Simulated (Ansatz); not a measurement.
**GaN: wurtzite against zinc blende under pressure**

Which form of GaN has the lower enthalpy, and does pressure change the order? Both are relaxed at the same set pressures.

Calculated with Ansatz 0.2.0, PBEsol, PAW files of the set soft_1, cutoff 600 eV, Fermi–Dirac smearing 0.02 eV, k-mesh 10×10×6, no spin polarisation, no spin-orbit coupling.

The zinc blende cell takes smearing 0.02 eV and a 11×11×11 mesh.

Near zero pressure the wurtzite cell (P6_3mc, 4 atoms) is a = 3.1827 Å, b = 3.1827 Å, c = 5.1856 Å, α = 90.00°, β = 90.00°, γ = 120.00°; the zinc blende cell (F-43m, 2 atoms) is a = 3.1807 Å, b = 3.1807 Å, c = 3.1807 Å, α = 60.00°, β = 60.00°, γ = 60.00°.

```csv
P (GPa),"V, wurtzite (Å³)","V, zinc blende (Å³)",ΔE (meV),ΔH = ΔE + PΔV (meV)
−4,23.258,23.268,12.0,11.7
0,22.745,22.754,11.9,11.9
5,22.180,22.188,12.0,12.2
10,21.682,21.690,12.0,12.5
15,21.237,21.244,12.1,12.7
30,20.129,20.135,12.2,13.2
```

Values are for a formula unit, differences are zinc blende less wurtzite, and 1 GPa Å³ = 6.2415 meV. **Question.** Give ΔH at 20 GPa, a row left out above, and the pressure at which the two forms cross, if they do.

Least squares with ΔH = h0 + h1 P + h2 P² gives h0 = 11.9 meV, h1 = 0.06 meV/GPa and h2 = −0.001 meV/GPa². Since dH/dP = V, the slope should equal ΔV: 0.009 Å³ × 6.2415 = 0.06 meV/GPa at 0 GPa. At 20 GPa the fit gives 12.9 meV. The run itself gives 12.9 meV, so the estimate misses by 0.0 meV, a rounding's worth.

ΔH keeps its sign from -4 to 30 GPa, so the wurtzite form stays lower over the range; the zinc blende form is less dense and loses further with pressure. This compares two forms alone, at zero temperature, without vibrations or barriers; other forms may lie lower.

[Logs are printed without paths, hosts, clocks, repeated set-up lines and the standing remarks that a program may print on its own settings, such as how far it seeks lower states.]
